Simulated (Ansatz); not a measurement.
## Which element?

Cell vectors (Å):

```
 3.7382  0.0000  0.0000
-1.8691  3.2374  0.0000
 0.0000  0.0000  6.1430
```

| atom | a | b | c |
| --- | --- | --- | --- |
| Zn | 0.3333 | 0.6667 | 0.0056 |
| Zn | 0.6667 | 0.3333 | 0.5056 |
| X | 0.3333 | 0.6667 | 0.3794 |
| X | 0.6667 | 0.3333 | 0.8794 |

The calculation used LDA, all-electron PAW in Ansatz 0.2.0, datasets made for the crystal, scalar-relativistic. k mesh 8×8×4, strains of ±0.008, fixed occupations.

Elastic constants of a crystal by Kohn-Sham DFT: slopes of the stress over finite engineering strains of the given cell, Voigt indices, Cartesian axes as in the cell vectors.

```tsv
index	elastic (GPa)
11	137.4
12	65.7
13	51.2
33	164.2
44	30.5
```

Task: All X atoms are one element. Which one was computed?

Result: S; the crystal is ZnS (P6_3mc).

Known limits: constants at zero field, no piezoelectric stiffening; wurtzite ZnS is metastable at ambient conditions.
